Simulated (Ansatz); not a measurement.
# Residual resistivity of an alloy: Pt(111) with 4 layers of random Pt-Ag, 2x2, part 2 of 2

Wanted: resistance against the alloy's length, first Pt(111) with 4 layers of random Pt-Ag, 2x2.

Ansatz 0.2.0; Ansatz plane-wave DFT, PBE, PAW files; ballistic transport by layer matching (Landauer), zero bias; PAW set soft_1.

So far. Step 3 (With 8 alloy layers): Over the solved energies the transmission per spin lies between 1.40 and 1.52, out of 6.75 channels of the lead on average (up to 7.14).

### Step 4. With 12 alloy layers

In 12 layers a share of 0.5 of the sites is given to Ag at random. A fresh draw is used; the growth of the resistance with length is what counts.

System of this step: Pt(111) with 12 layers of random Pt-Ag, 2x2. The cell holds 72 atoms: 48 Pt and 24 Ag. Its edges and angles: a = 5.546 Å, b = 5.546 Å, c = 40.757 Å, α = 90.0°, β = 90.0°, γ = 120.0°. It derives from Pt. Regions: lead, 24 atoms (24 Pt); scattering region, 48 atoms (24 Ag and 24 Pt). The structure is stacked along c, and the current runs across the ab planes.

input.yaml reads:

```yaml
crystal:
  lattice:
    - [5.5462627489, 0.0, 0.0]
    - [-2.7731313745, 4.8032044366, 0.0]
    - [0.0, 0.0, 40.7565411427]
  atoms:
    - { symbol: Pt, position: [0.0, 0.0, 0.0277777778] }
    - { symbol: Pt, position: [0.0, 0.5, 0.0277777778] }
    - { symbol: Pt, position: [0.5, 0.0, 0.0277777778] }
    - { symbol: Pt, position: [0.5, 0.5, 0.0277777778] }
    - { symbol: Pt, position: [0.1666666667, 0.3333333333, 0.0833333333] }
    - { symbol: Pt, position: [0.1666666667, 0.8333333333, 0.0833333333] }
    - { symbol: Pt, position: [0.6666666667, 0.3333333333, 0.0833333333] }
    - { symbol: Pt, position: [0.6666666667, 0.8333333333, 0.0833333333] }
    - { symbol: Pt, position: [0.3333333333, 0.1666666667, 0.1388888889] }
    - { symbol: Pt, position: [0.3333333333, 0.6666666667, 0.1388888889] }
    - { symbol: Pt, position: [0.8333333333, 0.1666666667, 0.1388888889] }
    - { symbol: Pt, position: [0.8333333333, 0.6666666667, 0.1388888889] }
    - { symbol: Ag, position: [0.0, 0.0, 0.1944444444] }
    - { symbol: Pt, position: [0.0, 0.5, 0.1944444444] }
    - { symbol: Ag, position: [0.5, 0.0, 0.1944444444] }
    - { symbol: Ag, position: [0.5, 0.5, 0.1944444444] }
    - { symbol: Ag, position: [0.1666666667, 0.3333333333, 0.25] }
    - { symbol: Pt, position: [0.1666666667, 0.8333333333, 0.25] }
    - { symbol: Ag, position: [0.6666666667, 0.3333333333, 0.25] }
    - { symbol: Pt, position: [0.6666666667, 0.8333333333, 0.25] }
    - { symbol: Pt, position: [0.3333333333, 0.1666666667, 0.3055555556] }
    - { symbol: Pt, position: [0.3333333333, 0.6666666667, 0.3055555556] }
    - { symbol: Pt, position: [0.8333333333, 0.1666666667, 0.3055555556] }
    - { symbol: Pt, position: [0.8333333333, 0.6666666667, 0.3055555556] }
    - { symbol: Ag, position: [0.0, 0.0, 0.3611111111] }
    - { symbol: Ag, position: [0.0, 0.5, 0.3611111111] }
    - { symbol: Pt, position: [0.5, 0.0, 0.3611111111] }
    - { symbol: Pt, position: [0.5, 0.5, 0.3611111111] }
    - { symbol: Ag, position: [0.1666666667, 0.3333333333, 0.4166666667] }
    - { symbol: Ag, position: [0.1666666667, 0.8333333333, 0.4166666667] }
    - { symbol: Pt, position: [0.6666666667, 0.3333333333, 0.4166666667] }
    - { symbol: Pt, position: [0.6666666667, 0.8333333333, 0.4166666667] }
    - { symbol: Ag, position: [0.3333333333, 0.1666666667, 0.4722222222] }
    - { symbol: Ag, position: [0.3333333333, 0.6666666667, 0.4722222222] }
    - { symbol: Ag, position: [0.8333333333, 0.1666666667, 0.4722222222] }
    - { symbol: Ag, position: [0.8333333333, 0.6666666667, 0.4722222222] }
    - { symbol: Pt, position: [0.0, 0.0, 0.5277777778] }
    - { symbol: Ag, position: [0.0, 0.5, 0.5277777778] }
    - { symbol: Pt, position: [0.5, 0.0, 0.5277777778] }
    - { symbol: Ag, position: [0.5, 0.5, 0.5277777778] }
    - { symbol: Ag, position: [0.1666666667, 0.3333333333, 0.5833333333] }
    - { symbol: Ag, position: [0.1666666667, 0.8333333333, 0.5833333333] }
    - { symbol: Ag, position: [0.6666666667, 0.3333333333, 0.5833333333] }
    - { symbol: Pt, position: [0.6666666667, 0.8333333333, 0.5833333333] }
    - { symbol: Pt, position: [0.3333333333, 0.1666666667, 0.6388888889] }
    - { symbol: Pt, position: [0.3333333333, 0.6666666667, 0.6388888889] }
    - { symbol: Pt, position: [0.8333333333, 0.1666666667, 0.6388888889] }
    - { symbol: Ag, position: [0.8333333333, 0.6666666667, 0.6388888889] }
    - { symbol: Pt, position: [0.0, 0.0, 0.6944444444] }
    - { symbol: Pt, position: [0.0, 0.5, 0.6944444444] }
    - { symbol: Pt, position: [0.5, 0.0, 0.6944444444] }
    - { symbol: Pt, position: [0.5, 0.5, 0.6944444444] }
    - { symbol: Pt, position: [0.1666666667, 0.3333333333, 0.75] }
    - { symbol: Ag, position: [0.1666666667, 0.8333333333, 0.75] }
    - { symbol: Ag, position: [0.6666666667, 0.3333333333, 0.75] }
    - { symbol: Ag, position: [0.6666666667, 0.8333333333, 0.75] }
    - { symbol: Pt, position: [0.3333333333, 0.1666666667, 0.8055555556] }
    - { symbol: Pt, position: [0.3333333333, 0.6666666667, 0.8055555556] }
    - { symbol: Ag, position: [0.8333333333, 0.1666666667, 0.8055555556] }
    - { symbol: Ag, position: [0.8333333333, 0.6666666667, 0.8055555556] }
    - { symbol: Pt, position: [0.0, 0.0, 0.8611111111] }
    - { symbol: Pt, position: [0.0, 0.5, 0.8611111111] }
    - { symbol: Pt, position: [0.5, 0.0, 0.8611111111] }
    - { symbol: Pt, position: [0.5, 0.5, 0.8611111111] }
    - { symbol: Pt, position: [0.1666666667, 0.3333333333, 0.9166666667] }
    - { symbol: Pt, position: [0.1666666667, 0.8333333333, 0.9166666667] }
    - { symbol: Pt, position: [0.6666666667, 0.3333333333, 0.9166666667] }
    - { symbol: Pt, position: [0.6666666667, 0.8333333333, 0.9166666667] }
    - { symbol: Pt, position: [0.3333333333, 0.1666666667, 0.9722222222] }
    - { symbol: Pt, position: [0.3333333333, 0.6666666667, 0.9722222222] }
    - { symbol: Pt, position: [0.8333333333, 0.1666666667, 0.9722222222] }
    - { symbol: Pt, position: [0.8333333333, 0.6666666667, 0.9722222222] }
kpoints:
  mp_grid: { grid: [5, 5, 1] }
hamiltonian:
  xc: pbe
  pseudopotentials: { kind: paw, azcp: { folder: soft_1 } }
scf:
  occupations: { method: fermi_dirac, width: 0.1 }
output:
  transmission:
    leads: [[0, 4]]
    kmesh: [10, 10]
    e_range: [-0.05, 0.05]
    de: 0.05
  write_potential: true
  write_density: true
  volumetric_format: npy
```

Started as:

```sh
$ ansatz run input.yaml --threads 4 --pin off --max-ram 15360MiB --backend cpu --events-out ev --progress --plain --runs-dir out
```

Numbers of over 12 decimals in the logs are rounded to 6 here.

Output:

```text
[...]
Crystal: 72 atoms, lattice volume = 1085.747 Å³
Basis set: ecut = 420 eV, 21305 PW (Γ)
Bands: 792, of which v1, the nominal top of the filled ones, is band 660 counted from 1 (659 counted from 0)
Symmetry: 1 space group operations
[...]
k-points: 13 of 25 (time reversal used)
[...]
SCF iter   1: F=—  HF=-783404.674679 eV  |F-HF|=—  |Δ(HF+E_count)|=         —  Δρ=1.13e-1  dr2=5.49e2  ethr=3.10e-3  ⟨swp⟩=4.0  Hψ=30334  notcnv=0  defer=439
[...]
SCF iter  15: F=-783357.010705 eV  HF=-783357.010705 eV  |F-HF|=9.66e-9  |Δ(HF+E_count)|=   2.21e-9  Δρ=1.86e-7  dr2=9.74e-9  ethr=7.58e-12  ⟨swp⟩=9.6  Hψ=33660  notcnv=0
SCF 1 converged in 15 iterations: F = -783357.010705 eV  dr2 = 9.74e-9
[...]
transmission: 376 of 3744 steps passed
transmission: 752 of 3744 steps passed
[...]
transmission: 3744 of 3744 steps passed
SCF converged after 15 iterations
Free energy (F): -783357.010705 eV
[...]
Internal energy: -783354.553713 eV  (E = F + TS)
E sigma→0 (E₀):  -783355.782209 eV
Entropy (-TS):   -2.456992 eV (-34.125 meV/atom)
Fermi energy:    22.093610 eV
[...]
--- Band table (eV; the first three rows and the last of 13) ---
  k-point 0: bands = [... 656 lower, 22.3723, 22.3877, 22.4107, 22.4239, 22.4327, 22.4375, 22.4404, 22.4453, ... 128 higher]
  k-point 1: bands = [... 656 lower, 22.0599, 22.0728, 22.0866, 22.1132, 22.1298, 22.1695, 22.1929, 22.2241, ... 128 higher]
  k-point 2: bands = [... 656 lower, 21.9941, 22.0211, 22.0773, 22.0845, 22.1133, 22.1510, 22.1669, 22.1778, ... 128 higher]
  k-point 12: bands = [... 656 lower, 21.9650, 21.9911, 22.0296, 22.0545, 22.0734, 22.1084, 22.1207, 22.1378, ... 128 higher]
--- Transmission ---
  basis      : 241 plane waves across, 72 finite elements along
  points     : 52, standing for a mesh of 10 x 10
[...]
channels       : 6.890000e0 a spin
[...]
junction   : crystal 0 to crystal 0, 0.70 to 39.19 Å
    transmission   : 1.103537e0 a spin
[...]
```

Elapsed: 33 min, on 4 threads of Arm Neoverse V1, shared host; peak memory 8.7 GiB; 2.1 h of CPU time.

Numbers from this step:

```
free energy                                   : -783357.0107 eV
energy at zero smearing                       : -783355.7822 eV
Fermi energy                                  : 22.09 eV
transmission per spin nearest the Fermi level : 1.104
step of the lead's potential                  : 36.4 meV
```

Per spin. Transmission, zone mean against energy, zero at the Fermi level:

```
energy (eV)  transmission, zone mean
    -0.0500                     1.12
     0.0000                     1.10
     0.0500                     1.10
```

Over the solved energies the transmission per spin lies between 1.10 and 1.12, out of 6.72 channels of the lead on average (up to 7.06). The log calls the step of a lead's potential too much.

### Step 5. Resistance against length

This step: Ansatz plane-wave DFT, PBE, PAW files; ballistic transport by layer matching (Landauer), zero bias; residual resistivity from the slope of the area resistance, atoms on the host's lattice; PAW set soft_1 (Ansatz 0.2.0).

Numbers from this step:

| Property | Result |
| --- | --- |
| resistivity | 77.86 µΩ cm |
| intercept | 0.4633 fΩ m² |
| scatter about the fit | 0.01924 fΩ m² |

Resistance, by row:

```csv
run,length (Å),T,channels N,RA (fΩ m²)
n4,9.057,2.031,6.733,1.182
n8,18.11,1.459,6.747,1.846
n12,27.17,1.108,6.72,2.592
```

Area resistance against length of the alloy:

```csv
length of the alloy (Å),area resistance (fΩ m²)
9.06,1.18
18.11,1.85
27.17,2.59
```

The area resistance goes from 1.2 to 2.6 fΩ m² between 9.1 and 27.2 Å, a slope of 78 µΩ cm.

By hand from the end points: (2.592 − 1.182) fΩ m² / (27.17 − 9.06) Å = 78 µΩ cm, since 1 fΩ m² per Å is 1000 µΩ cm.

### Step 6. Summary of results

| Quantity | Value |
| --- | --- |
| resistivity from the slope | 77.9 µΩ cm |
| area resistance over 9.06 Å | 1.18 fΩ m² |
| area resistance over 18.1 Å | 1.85 fΩ m² |
| area resistance over 27.2 Å | 2.59 fΩ m² |

What this shows: The slope gives 78 µΩ cm. The points scatter by 0.019 fΩ m² about the line, with one random draw a length in a 2x2 cell, so the slope is a rough value. Read with a model of isotropic scattering on a spherical Fermi surface and the lead's 2.0×10¹⁵ S/m², this slope means a mean free path near 4.9 Å (a rough figure, since the alloy's own channel count differs); over these lengths the model's slope is within 3 % of its bulk resistivity, though a free path of a few ångströms strains the picture. The atoms sit on the host's lattice, so scattering by size misfit is left out. Spin-orbit coupling is left out, which matters for Pt. A lead's potential steps by up to 36 meV from period to period, which the log calls too much, so longer leads could move the result.

[Logs are printed without paths, hosts, clocks, repeated set-up lines and the standing remarks that a program may print on its own settings, such as how far it seeks lower states.]

[Hosts, paths, dates, database ids (printed as entryN), source tags and the programs' standing remarks are cut or masked in the printed files.]
